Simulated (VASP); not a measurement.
The system is Sb.

```
CELL_PARAMETERS angstrom
2.15420 1.24373 3.75800
-2.15420 1.24373 3.75800
0.00000 -2.48746 3.75800
ATOMIC_POSITIONS crystal
Sb 0.23349 0.23349 0.23349
Sb 0.76651 0.76651 0.76651
```

- Program: VASP 6.6.1
- Task: relaxation of cell and atoms
- Functional: PBE
- Dispersion: D3(BJ)
- Potentials or basis: VASP PAW PBE potentials, release 64 (Sb)
- Cutoff: 600 eV
- k mesh: 12 × 12 × 10
- Occupations: methfessel-paxton, width 0.1 eV
- Spin: no spin polarisation

At the start: pressure 0.2 GPa; volume 30.21 Å³/atom.

Problem. How do energy, volume and symmetry change on relaxing?

Solution. Over 8 steps the energy falls by 5.2 meV/atom and the volume is 29.70 Å³/atom (-1.7 %); space group R-3m (No. 166, to 0.05 Å).

The path:
| step | energy change (eV) | largest force (eV/Å) | pressure (GPa) | volume (Å³) |
| --- | --- | --- | --- | --- |
| 1 | 0.0000 | 0.2471 | 0.20 | 60.41 |
| 2 | -0.0043 | 0.1021 | -0.48 | 60.74 |
| 3 | -0.0047 | 0.0433 | -0.77 | 60.89 |
| 4 | -0.0079 | 0.0207 | -0.48 | 60.33 |
| 5 | -0.0100 | 0.0114 | 0.00 | 59.47 |
| 6 | -0.0100 | 0.0146 | 0.06 | 59.38 |
| 7 | -0.0102 | 0.0124 | 0.02 | 59.39 |
| 8 | -0.0103 | 0.0098 | -0.03 | 59.40 |

Final structure:
```xyz
2
Lattice="2.1616 1.2480 3.6700 -2.1616 1.2480 3.6700 0.0000 -2.4960 3.6700" Properties=species:S:1:pos:R:3 pbc="T T T"
Sb    0.0000    0.0000    2.6097
Sb    0.0000    0.0000    8.4004
```

Caveat: pairwise dispersion overbinds metals, which lowers pressure and volume.
